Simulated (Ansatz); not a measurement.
# CuO: the cost of one run

Program: Ansatz 0.2.0. Level of theory: DFT PBE+U, scalar-relativistic, plane waves, PAW. These are calculated values, not measurements.

**1. The starting structure**

Symmetry: C2/c, No. 15, monoclinic system. The conventional cell has a = 4.695 Å, b = 3.418 Å, c = 5.133 Å, α = 90.00°, β = 99.65°, γ = 90.00°. Around Cu (site symmetry -1) lie 4 O at 1.95 to 1.96 Å. O (site symmetry 2) has 4 Cu at 1.95 to 1.96 Å in its first shell of neighbours.

Coordinates:

```
CELL_PARAMETERS angstrom
5.55502 0.00000 -5.06027
0.00000 3.41820 0.00000
3.83418 0.00000 5.06027
ATOMIC_POSITIONS crystal
Cu 0.12500 0.25000 0.12500
Cu 0.62500 0.25000 0.62500
Cu 0.37500 0.75000 0.37500
Cu 0.87500 0.75000 0.87500
Cu 0.87500 0.75000 0.37500
Cu 0.37500 0.75000 0.87500
Cu 0.12500 0.25000 0.62500
Cu 0.62500 0.25000 0.12500
O 0.87500 0.41800 0.12500
O 0.37500 0.41800 0.62500
O 0.12500 0.91800 0.37500
O 0.62500 0.91800 0.87500
O 0.62500 0.58200 0.37500
O 0.12500 0.58200 0.87500
O 0.87500 0.08200 0.62500
O 0.37500 0.08200 0.12500
```

**2. Relaxing cell and atoms: CuO, moments +−−++−+−**

File input.yaml:

```yaml
crystal:
  lattice:
    - [5.5550235458, 0.0, -5.0602701244]
    - [0.0, 3.4182, 0.0]
    - [3.8341764542, 0.0, 5.0602701244]
  atoms:
    - { symbol: Cu, position: [0.125, 0.25, 0.125], spin: 0.7 }
    - { symbol: Cu, position: [0.625, 0.25, 0.625], spin: -0.7 }
    - { symbol: Cu, position: [0.375, 0.75, 0.375], spin: -0.7 }
    - { symbol: Cu, position: [0.875, 0.75, 0.875], spin: 0.7 }
    - { symbol: Cu, position: [0.875, 0.75, 0.375], spin: 0.7 }
    - { symbol: Cu, position: [0.375, 0.75, 0.875], spin: -0.7 }
    - { symbol: Cu, position: [0.125, 0.25, 0.625], spin: 0.7 }
    - { symbol: Cu, position: [0.625, 0.25, 0.125], spin: -0.7 }
    - { symbol: O, position: [0.875, 0.418, 0.125] }
    - { symbol: O, position: [0.375, 0.418, 0.625] }
    - { symbol: O, position: [0.125, 0.918, 0.375] }
    - { symbol: O, position: [0.625, 0.918, 0.875] }
    - { symbol: O, position: [0.625, 0.582, 0.375] }
    - { symbol: O, position: [0.125, 0.582, 0.875] }
    - { symbol: O, position: [0.875, 0.082, 0.625] }
    - { symbol: O, position: [0.375, 0.082, 0.125] }
magnetization:
  spin_polarized: true
scf:
  occupations: { method: gaussian, width: 0.02 }
output:
  forces: true
  stress: true
  eigenvalues: true
  populations: true
hamiltonian:
  xc: pbe
  hubbard: { sites: [{ species: Cu, l: d, u_eff: 7.0 }] }
kpoints:
  mp_grid: { grid: [4, 7, 5] }
relax:
  f_tol: 0.01
  max_steps: 60
  cell: { stress_tol: 0.05, p_target: 0 }
```

The run is started by

```bash
$ ansatz run input.yaml --threads 16 --pin off --max-ram 24576MiB --backend cpu --events-out ev --progress --plain --runs-dir out
```

**Question.** How long does this run take on 16 threads of Intel Xeon Platinum 8375C at 2.90GHz (Ice Lake), shared host, and how much memory does it need?

About 8.7 min, with a peak of 3.3 GiB.
